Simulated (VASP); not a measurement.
Calculation: PBE GGA, VASP's PBE PAW potentials (set 64) (plane waves; VASP).

VASP input:

### POSCAR
```
BeO
1
    1.3500000000    -2.3382690000     0.0000000000
    1.3500000000     2.3382690000     0.0000000000
    0.0000000000     0.0000000000     4.3800000000
Be O
2 2
Direct
  0.6666670000   0.3333330000   0.5000000000
  0.3333330000   0.6666670000   0.0000000000
  0.6666670000   0.3333330000   0.8780000000
  0.3333330000   0.6666670000   0.3780000000
```

### INCAR
```
SYSTEM=BeO
PREC=Accurate; ENCUT=520; LREAL=.FALSE.
LASPH=.TRUE.
EDIFF=1E-6; NELM=100; ALGO=Normal
ISMEAR=0; SIGMA=0.05
GGA=PE
ISIF=2
LWAVE=.FALSE.; LCHARG=.FALSE.
```

KPOINTS:
```
Automatic mesh
0
G
12 12 8
0 0 0
```

POTCAR, in this order: Be O (PBE.64 set). Program: vasp_std.

Output of the run:

### OSZICAR
```
       N       E                     dE             d eps       ncg     rms          rms(c)
DAV:   1     0.617651516273E+02    0.61765E+02   -0.88999E+03  2288   0.127E+03
DAV:   2    -0.274472468897E+02   -0.89212E+02   -0.83634E+02  2992   0.279E+02
DAV:   3    -0.306257730748E+02   -0.31785E+01   -0.31650E+01  3004   0.562E+01
DAV:   4    -0.306496304963E+02   -0.23857E-01   -0.23847E-01  2804   0.554E+00
DAV:   5    -0.306499295503E+02   -0.29905E-03   -0.29903E-03  2960   0.543E-01    0.910E+00
DAV:   6    -0.284634677311E+02    0.21865E+01   -0.74779E+00  2648   0.248E+01    0.290E+00
DAV:   7    -0.284488927974E+02    0.14575E-01   -0.15063E-01  2708   0.390E+00    0.185E+00
DAV:   8    -0.284568334465E+02   -0.79406E-02   -0.41555E-02  2452   0.293E+00    0.269E-01
DAV:   9    -0.284557275617E+02    0.11059E-02   -0.30139E-03  2964   0.555E-01    0.707E-02
DAV:  10    -0.284560476027E+02   -0.32004E-03   -0.81929E-04  2612   0.246E-01    0.501E-02
DAV:  11    -0.284560132764E+02    0.34326E-04   -0.16609E-04  2872   0.121E-01    0.402E-03
DAV:  12    -0.284560127459E+02    0.53050E-06   -0.40165E-06  2700   0.220E-02
   1 F= -.28456013E+02 E0= -.28456013E+02  d E =-.194762E-13
```

**OUTCAR**
```
------------------------ aborting loop because EDIFF is reached ----------------------------------------
  FORCE on cell =-STRESS in cart. coord.  units (eV):
  Direction    XX          YY          ZZ          XY          YZ          ZX
  --------------------------------------------------------------------------------------
  Total        0.5667424      0.5667426      0.6432217      0.0000000      0.0000000      0.0000000
  in kB       32.8370345     32.8370460     37.2682416      0.0000000      0.0000000      0.0000000
  external PRESSURE =      34.3141074 kB  Pullay stress =       0.0000000 kB
  volume of cell :       27.65
      direct lattice vectors                 reciprocal lattice vectors
     1.350000000 -2.338269000  0.000000000     0.370370370 -0.213833396  0.000000000
     1.350000000  2.338269000  0.000000000     0.370370370  0.213833396  0.000000000
     0.000000000  0.000000000  4.380000000     0.000000000  0.000000000  0.228310502
 POSITION                                       TOTAL-FORCE (eV/Angst)
 -----------------------------------------------------------------------------------
      1.35000     -0.77942      2.19000        -0.000000     -0.000000      0.005486
      1.35000      0.77942      0.00000        -0.000000      0.000000      0.005486
      1.35000     -0.77942      3.84564        -0.000000     -0.000000     -0.005486
      1.35000      0.77942      1.65564         0.000000      0.000000     -0.005486
 -----------------------------------------------------------------------------------
    total drift:                               -0.000000      0.001584      0.000699
  FREE ENERGIE OF THE ION-ELECTRON SYSTEM (eV)
  ---------------------------------------------------
  free  energy   TOTEN  =       -28.4560127459 eV

  energy  without entropy=      -28.4560127459  energy(sigma->0) =      -28.45601275
```
(Selected blocks of OUTCAR.)

The compound is BeO in the wurtzite structure. The cell was not relaxed at this level. The run is one of a series of settings (KPOINTS 12×12×8 Γ-centred mesh against the base run), some of them coarse on purpose.
